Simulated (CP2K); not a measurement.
**Zr in CP2K: the effect of pseudo set**

Crystal: Zr.

```
Zr
1.0
     3.13501    0.00000    0.00000
    -1.04500    2.95572    0.00000
    -1.04500   -1.47786    2.55973
Zr
1
Direct
  0.00000 0.00000 0.00000
```

This isn't the form of Zr at room conditions, which is hcp.

Alike in all runs:

* Program: CP2K 2026.2
* Task: band structure
* Functional: PBE
* Density cutoff: 6123 eV
* k mesh: 10 × 10 × 10
* Occupations: fermi-dirac, width 0.05 eV
* Spin: no spin polarisation

Question: One run gave: pressure -4.3 GPa. Which pseudo set did it use?
A. PADE
B. SCAN
C. BLYP
D. PBE
E. PBE0

Answer: A.

```csv
pseudo set,pressure (GPa)
PBE,-3.6
PADE,-4.3
BLYP,-3.4
SCAN,-3.3
PBE0,-2.9
```

Caveats: the basis of atomic orbitals isn't converged, which shifts pressures, moduli and gaps; the potentials were made for another functional, which shifts forces and pressure (some runs).
